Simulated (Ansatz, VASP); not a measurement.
# C63N (substitutional N in diamond): VASP beside Ansatz, part 3 of 3

One calculation is typed for both programs; each brings its own data sets. How far apart do they land? Of the first pair: The structure shown is the start of the Ansatz relaxation below; VASP solves that cell, so the two are compared at the walk's first step.

VASP 6.6.1 and Ansatz 0.2.0.

So far. Step 6 (VASP: single point, PBE, start cell, pair 2): The run ends at a pressure of 2.73 GPa, with forces up to 5.4 eV/Å.

### 8. Ansatz: single point, PBE, pair 3

Level of this step: Ansatz beside VASP: Kohn-Sham DFT, plane waves, PBE (Ansatz).

A single point gives forces, pressure and levels at one fixed geometry, so differences don't come from the geometry; what else differs is listed under the comparison.

The cell is taken from a series of runs on this material, whose earlier steps may have relaxed, scaled, displaced or heated it; both programs get it as it stands.

Input file input.yaml:

```yaml
crystal:
  lattice:
    - [7.14071261, 0.0, 0.0]
    - [0.0, 7.14071261, 0.0]
    - [0.0, 0.0, 7.14071261]
  atoms:
    - { symbol: C, position: [-0.002704251, -0.00298839, 0.24955738] }
    - { symbol: C, position: [-0.002704303, 0.249660232, -0.003090842] }
    - { symbol: C, position: [0.249943815, -0.00298723, -0.003089765] }
    - { symbol: C, position: [0.229339722, 0.229055887, 0.228953144] }
    - { symbol: C, position: [0.122913739, 0.122629923, 0.371596146] }
    - { symbol: C, position: [0.122913723, 0.371698599, 0.122527177] }
    - { symbol: C, position: [0.37198303, 0.122629769, 0.122526879] }
    - { symbol: "N", position: [0.394195173, 0.393908884, 0.393806809] }
    - { symbol: C, position: [0.00014639, -0.000137423, 0.748966503] }
    - { symbol: C, position: [0.001364528, 0.2499044, 0.498440782] }
    - { symbol: C, position: [0.250187943, 0.001081218, 0.498440699] }
    - { symbol: C, position: [0.250422199, 0.250138728, 0.749701008] }
    - { symbol: C, position: [0.124855631, 0.124571705, 0.87367921] }
    - { symbol: C, position: [0.127907708, 0.374565839, 0.623639926] }
    - { symbol: C, position: [0.374849833, 0.127623943, 0.623639553] }
    - { symbol: C, position: [0.375626609, 0.375343331, 0.875884155] }
    - { symbol: C, position: [0.001364399, 0.498543674, 0.249801719] }
    - { symbol: C, position: [0.000146028, 0.749069457, -0.000240018] }
    - { symbol: C, position: [0.250187631, 0.498543765, 0.000978003] }
    - { symbol: C, position: [0.250422523, 0.749803424, 0.250036478] }
    - { symbol: C, position: [0.127908156, 0.623742233, 0.374463842] }
    - { symbol: C, position: [0.124855699, 0.873782131, 0.124469759] }
    - { symbol: C, position: [0.374850023, 0.623741827, 0.127521387] }
    - { symbol: C, position: [0.375626947, 0.875987247, 0.375240719] }
    - { symbol: C, position: [0.001479175, 0.499955239, 0.749391773] }
    - { symbol: C, position: [0.001479968, 0.74949407, 0.499852877] }
    - { symbol: C, position: [0.256448992, 0.502813839, 0.502711715] }
    - { symbol: C, position: [0.25061142, 0.750538237, 0.750435595] }
    - { symbol: C, position: [0.126073914, 0.62469079, 0.875472766] }
    - { symbol: C, position: [0.12607438, 0.875575121, 0.624588313] }
    - { symbol: C, position: [0.376702965, 0.628223477, 0.628120278] }
    - { symbol: C, position: [0.37520892, 0.874336315, 0.87423408] }
    - { symbol: C, position: [0.498826939, 0.001081084, 0.249801536] }
    - { symbol: C, position: [0.498826996, 0.249904611, 0.000978023] }
    - { symbol: C, position: [0.749352114, -0.000136914, -0.000240111] }
    - { symbol: C, position: [0.750086933, 0.250139181, 0.250036599] }
    - { symbol: C, position: [0.624026339, 0.127623949, 0.374463955] }
    - { symbol: C, position: [0.624026084, 0.374566313, 0.127521308] }
    - { symbol: C, position: [0.874065417, 0.124571883, 0.124469405] }
    - { symbol: C, position: [0.876270663, 0.375343418, 0.375240802] }
    - { symbol: C, position: [0.500239075, 0.001196249, 0.749391504] }
    - { symbol: C, position: [0.503097769, 0.256165404, 0.502711753] }
    - { symbol: C, position: [0.749778378, 0.001195462, 0.499852982] }
    - { symbol: C, position: [0.750821798, 0.250327931, 0.750435141] }
    - { symbol: C, position: [0.624974303, 0.125790881, 0.875472615] }
    - { symbol: C, position: [0.628507135, 0.376419279, 0.628120644] }
    - { symbol: C, position: [0.875859391, 0.125790149, 0.624588343] }
    - { symbol: C, position: [0.874620214, 0.374925616, 0.874233226] }
    - { symbol: C, position: [0.503098102, 0.502813486, 0.256061816] }
    - { symbol: C, position: [0.500239049, 0.749494699, 0.001093167] }
    - { symbol: C, position: [0.749778162, 0.499955551, 0.001093253] }
    - { symbol: C, position: [0.750822298, 0.750538457, 0.250225276] }
    - { symbol: C, position: [0.628506709, 0.628223026, 0.376316716] }
    - { symbol: C, position: [0.624974694, 0.875575541, 0.125688048] }
    - { symbol: C, position: [0.875859193, 0.624690914, 0.125687842] }
    - { symbol: C, position: [0.874620337, 0.874335706, 0.3748229] }
    - { symbol: C, position: [0.501207047, 0.500923491, 0.751924239] }
    - { symbol: C, position: [0.501206318, 0.75202631, 0.500820392] }
    - { symbol: C, position: [0.75230975, 0.500922864, 0.500820363] }
    - { symbol: C, position: [0.750729419, 0.750445608, 0.750343084] }
    - { symbol: C, position: [0.625924162, 0.625640494, 0.876551738] }
    - { symbol: C, position: [0.625924459, 0.876653807, 0.625538322] }
    - { symbol: C, position: [0.876938228, 0.625639827, 0.625537807] }
    - { symbol: C, position: [0.875513414, 0.875229848, 0.875127309] }
  host:
    repeats: [2, 2, 2]
    atoms:
      - { symbol: C, position: [0.0, 0.0, 0.5] }
      - { symbol: C, position: [0.0, 0.5, 0.0] }
      # ... 6 more atoms of the perfect host
basis:
  ecutwfc: 300
  xc_grid: 2
hamiltonian:
  xc: pbe
kpoints:
  mp_grid: { grid: [2, 2, 2], shift: [0.5, 0.5, 0.5] }
magnetization:
  spin_polarized: true
  initial_magnetization: 1
  spin_locking: { lock_magnetization: hard }
scf:
  occupations: { method: fermi_dirac, width: 0.01 }
  max_iter: 120
output:
  forces: true
  charged_corrections:
    epsilon: 5.85
    static_epsilon: 5.85
    defect_position: [0.375, 0.375, 0.375]
  eigenvalues: true
checkpoint:
  read: "../relax1.run"
  write: "../point1.run"
  compress: false
  write_wavefunctions: true
  write_every: 100000
```

Run with:

```
> ansatz run input.yaml --threads 2 --pin off --max-ram 3768MiB --backend cpu --events-out ev --progress --plain --runs-dir out
```

The log of the run:

```text
Warning: the atoms were moved onto the symmetric positions of the space group found under crystal.symmetry.tolerance 1.0e-5 (fractional; no operation is sought that the atoms, as they stand in a round, miss by more than twice it, and no atom is moved by as much as it), and the run uses the moved positions. Before a round's move an operation carried an atom to 2.58e-5 Å from where it should land, the largest such dist [...]
[...]
atom  38  C     -0.06857612    -0.04417792    -0.02741954
  atom  39  C     -0.06707250    -0.05960003    -0.05960003
  atom  40  C     -0.04988323    -0.05450269    -0.05450269
  atom  41  C      0.06595668     0.05168724     0.04700281
  atom  42  C      0.11791554    -0.02615301     0.11791554
  atom  43  C      0.04700281     0.05168724     0.06595668
  atom  44  C      0.07851010     0.07850208     0.07851010
  atom  45  C     -0.05732908    -0.06064177    -0.05015454
[...]
atom  61  C     -0.05637473    -0.05637473    -0.04583557
  atom  62  C     -0.05637473    -0.04583557    -0.05637473
  atom  63  C     -0.04583557    -0.05637473    -0.05637473
  atom  64  C     -0.05705640    -0.05705640    -0.05705640
  max |Σ_I F_I| component: 4.35e-6 eV/Å
--- Band table (eV) ---
[...]
```

### 9. VASP: single point, PBE, pair 3

The same cell, functional, mesh and smearing now go to VASP, with its own data sets.

Input file INCAR:

```
SYSTEM = C63N
PREC = Accurate
ENCUT = 520
EDIFF = 1E-06
NELM = 200
ISMEAR = -1
SIGMA = 0.01
LREAL = Auto
ALGO = Normal
GGA = PE
NBANDS = 176
ISPIN = 2
MAGMOM = 0.02 0.02 0.02 0.28 -0.01 -0.01 -0.01 0 0 0 0 0 0 0 0 0 0 0 0 0 0 0 0 0 0 -0 0 0 0 0 0.01 0 0 0 0 0 0 0 0 0 -0 0 0 0 0 0 0.01 -0 0 0 0 0 0 0 0.01 0 0 0 0 -0 -0 -0 0 0.14
LORBIT = 11
LWAVE = .FALSE.
LCHARG = .FALSE.
ISIF = 2
ISYM = 2
NUPDOWN = 1
LASPH = .TRUE.
GGA_COMPAT = .FALSE.
KPAR = 2
```

Input file POSCAR:

```
C63N
1.0
    7.1407126096      0.0000000000      0.0000000000
    0.0000000000      7.1407126096      0.0000000000
    0.0000000000      0.0000000000      7.1407126096
C N
63 1
Direct
    0.9972974206      0.9970111314      0.2495569962
    0.9972974206      0.2496590704      0.9969090572
    0.2499453596      0.9970111314      0.9969090572
    0.2293411350      0.2290548458      0.2289527716
    0.1229150859      0.1226287967      0.3715957793
    0.1229150859      0.3716978535      0.1225267225
    0.3719841427      0.1226287967      0.1225267225
    0.0001478761      0.9998615869      0.7489658788
    0.0013660933      0.2499032350      0.4984403299
    0.2501895241      0.0010798041      0.4984403299
    0.2504241687      0.2501378795      0.7497003092
    0.1248572313      0.1245709421      0.8736787734
    0.1279092927      0.3745652292      0.6236391811
    0.3748515184      0.1276230036      0.6236391811
    0.3756285217      0.3753422325      0.8758838757
    0.0013660933      0.4985424041      0.2498011608
    0.0001478761      0.7490679530      0.9997595127
    0.2501895241      0.4985424041      0.0009777299
    0.2504241687      0.7498023834      0.2500358053
    0.1279092927      0.6237412553      0.3744631550
    0.1248572313      0.8737808476      0.1244688679
    0.3748515184      0.6237412553      0.1275209293
    0.3756285217      0.8759859499      0.3752401583
    0.0014810967      0.4999543905      0.7493912854
    0.0014810967      0.7494933596      0.4998523163
    0.2564502883      0.5028130388      0.5027109646
    0.2506130930      0.7505371827      0.7504351085
    0.1260757532      0.6246898212      0.8754722919
    0.1260757532      0.8755743661      0.6245877470
    0.3767045375      0.6282221398      0.6281200656
    0.3752106962      0.8743352412      0.8742331670
    0.4988286933      0.0010798041      0.2498011607
    0.4988286933      0.2499032350      0.0009777299
    0.7493542422      0.9998615869      0.9997595127
    0.7500886726      0.2501378795      0.2500358053
    0.6240275445      0.1276230036      0.3744631550
    0.6240275445      0.3745652292      0.1275209294
    0.8740671368      0.1245709421      0.1244688679
    0.8762722391      0.3753422325      0.3752401583
    0.5002406797      0.0011948075      0.7493912854
    0.5030993280      0.2561639991      0.5027109646
    0.7497796488      0.0011948075      0.4998523163
    0.7508234719      0.2503268038      0.7504351085
    0.6249761104      0.1257894640      0.8754722919
    0.6285084290      0.3764182483      0.6281200656
    0.8758606553      0.1257894640      0.6245877470
    0.8746215304      0.3749244070      0.8742331670
    0.5030993280      0.5028130388      0.2560619249
    0.5002406797      0.7494933596      0.0010927333
    0.7497796488      0.4999543905      0.0010927333
    0.7508234719      0.7505371827      0.2502247296
    0.6285084290      0.6282221398      0.3763161741
    0.6249761104      0.8755743661      0.1256873898
    0.8758606553      0.6246898212      0.1256873898
    0.8746215304      0.8743352412      0.3748223328
    0.5012082968      0.5009220077      0.7519232874
    0.5012082968      0.7520253616      0.5008199334
    0.7523116508      0.5009220077      0.5008199334
    0.7507309211      0.7504446319      0.7503425577
    0.6259257290      0.6256394398      0.8765511122
    0.6259257290      0.8766531864      0.6255373657
    0.8769394756      0.6256394398      0.6255373657
    0.8755150743      0.8752287851      0.8751267109
    0.3941951728      0.3939088836      0.3938068094
```

Input file KPOINTS:

```
Points of the shifted mesh
8
Reciprocal
 0.2500000000  0.2500000000  0.2500000000 1
 0.2500000000  0.2500000000  0.7500000000 1
 0.2500000000  0.7500000000  0.2500000000 1
 0.2500000000  0.7500000000  0.7500000000 1
 0.7500000000  0.2500000000  0.2500000000 1
 0.7500000000  0.2500000000  0.7500000000 1
 0.7500000000  0.7500000000  0.2500000000 1
 0.7500000000  0.7500000000  0.7500000000 1
```

PAW data sets: C and N (PBE family, release 64).

Run with:

```
> mpirun -np 8 vasp_std
```

The log of the run:

```text
[banner, memory and clock lines left out]
running    8 mpi-ranks, on    1 nodes
[...]
|                                                                             |
|           W    W    AA    RRRRR   N    N  II  N    N   GGGG   !!!           |
|           W    W   A  A   R    R  NN   N  II  NN   N  G    G  !!!           |
|           W    W  A    A  R    R  N N  N  II  N N  N  G       !!!           |
|           W WW W  AAAAAA  RRRRR   N  N N  II  N  N N  G  GGG   !            |
|           WW  WW  A    A  R   R   N   NN  II  N   NN  G    G                |
|           W    W  A    A  R    R  N    N  II  N    N   GGGG   !!!           |
|                                                                             |
|     For optimal performance we recommend to set                             |
|       NCORE = 2 up to number-of-cores-per-socket                            |
|     NCORE specifies how many cores store one orbital (NPAR=cpu/NCORE).      |
|     This setting can greatly improve the performance of VASP for DFT.       |
[...]
|     multi-core architectures or massively parallel machines. Do your        |
|     Unfortunately you need to use the default for GW and RPA                |
|     calculations (for HF NCORE is supported but not extensively tested      |
|     yet).                                                                   |
|                                                                             |

 LDA part: xc-table for (Slater+PW92), standard interpolation
 POSCAR, INCAR and KPOINTS ok, starting setup
[...]
entering main loop
       N       E                     dE             d eps       ncg     rms          rms(c)
DAV:   1     0.814173851586E+03    0.81417E+03   -0.13673E+05  5632   0.144E+03
DAV:   2    -0.527825304160E+03   -0.13420E+04   -0.12725E+04  6912   0.285E+02
DAV:   3    -0.596292908636E+03   -0.68468E+02   -0.67842E+02  7120   0.612E+01
DAV:   4    -0.597577183034E+03   -0.12843E+01   -0.12794E+01  7200   0.834E+00
[...]
DAV:  14    -0.577281332504E+03   -0.35984E-04   -0.23152E-05  6392   0.145E-02    0.944E-03
DAV:  15    -0.577281336889E+03   -0.43856E-05   -0.54584E-06  6520   0.702E-03    0.339E-03
DAV:  16    -0.577281336831E+03    0.58437E-07   -0.58520E-07  3792   0.227E-03
   1 F= -.57728134E+03 E0= -.57728134E+03  d E =-.441483E-11  mag=     1.0000
```

OUTCAR, selected parts (step 9):

```text
  FREE ENERGIE OF THE ION-ELECTRON SYSTEM (eV)
  ---------------------------------------------------
  free  energy   TOTEN  =      -577.2813368309 eV

  energy  without entropy=     -577.2813368309  energy(sigma->0) =     -577.28133683

 magnetization (x)
# of ion       s       p       d       tot
------------------------------------------
    1        0.005   0.014   0.000   0.018
    2        0.005   0.014   0.000   0.018
    3        0.005   0.014   0.000   0.018
    4        0.033   0.345   0.000   0.378
    5       -0.003  -0.012   0.000  -0.015
    6       -0.003  -0.012   0.000  -0.015
    7       -0.003  -0.012   0.000  -0.015
    8        0.000   0.000   0.000   0.001
    9        0.001   0.004   0.000   0.006
   10        0.001   0.004   0.000   0.006
   11        0.001   0.001   0.000   0.002
   12        0.001  -0.000   0.000   0.000
   13        0.000   0.000   0.000   0.001
[...]
--------------------------------------------------
tot          0.092   0.547   0.000   0.639

[... 1 further part left out ...]
```

The run ends at a pressure of 2.94 GPa, with forces up to 0.30 eV/Å.

### 10. Side by side

What differs besides the data sets and the points named for the pairs above, as far as they apply: site moments are counted in spheres of each program's own size. Total energies have different zeros and are not compared.

The two programs side by side:

| quantity | Ansatz | VASP | difference |
| --- | --- | --- | --- |
| total moment, fixed by the input (μB) | 1.00 | 1.00 | 0.00 |
| moment on C4 (μB) | 0.28 | 0.38 | -0.10 |
| moment on N64 (μB) | 0.14 | 0.17 | -0.03 |

Forces on 7 of the 64 atoms, those with the largest forces and the largest differences (eV/Å; atoms numbered as in POSCAR):

| atom | Ansatz x, y, z | VASP x, y, z |
| --- | --- | --- |
| C4 | 0.189, 0.189, 0.189 | 0.175, 0.175, 0.175 |
| C26 | -0.026, 0.118, 0.118 | 0.048, 0.068, 0.068 |
| C30 | -0.069, -0.070, -0.070 | -0.095, -0.083, -0.083 |
| C41 | 0.118, -0.026, 0.118 | 0.068, 0.048, 0.068 |
| C45 | -0.070, -0.069, -0.070 | -0.083, -0.095, -0.083 |
| C48 | 0.118, 0.118, -0.026 | 0.068, 0.068, 0.048 |
| N64 | -0.215, -0.215, -0.215 | -0.163, -0.163, -0.163 |

The forces differ by 19 meV/Å r.m.s., which is 28.0 % of the r.m.s. force of 0.067 eV/Å (both taken over all components).

### 11. Results

```yaml
r_m_s_force_difference_single_point_pbe_start_cell_pair_1: 3.0 % of the r.m.s. force
r_m_s_force_difference_single_point_pbe_start_cell_pair_2: 3.7 % of the r.m.s. force
r_m_s_force_difference_single_point_pbe_pair_3: 19 meV/Å
```

What this shows: The r.m.s. force difference is 19 meV/Å (single point, PBE, pair 3), beyond the 12 meV/Å picked in this series as the mark of a large difference. Ansatz's own log doubts the convergence of its single point, PBE, start cell, pair 2 run, which may account for the difference. What causes the difference of the single point, PBE, pair 3 pair stays open here. 3 further runs of this series are not shown here. Such differences can come from data sets, numerical settings and the points named under the comparisons, not from the functional's error against experiment.

[Lines on the potential files, build, host, timing and source positions are cut from VASP's logs without a mark.]

[Logs are printed without paths, hosts, clocks, repeated set-up lines and the standing remarks that a program may print on its own settings, such as how far it seeks lower states.]

[Hosts, paths, dates, database ids (printed as entryN), source tags and the programs' standing remarks are cut or masked in the printed files.]
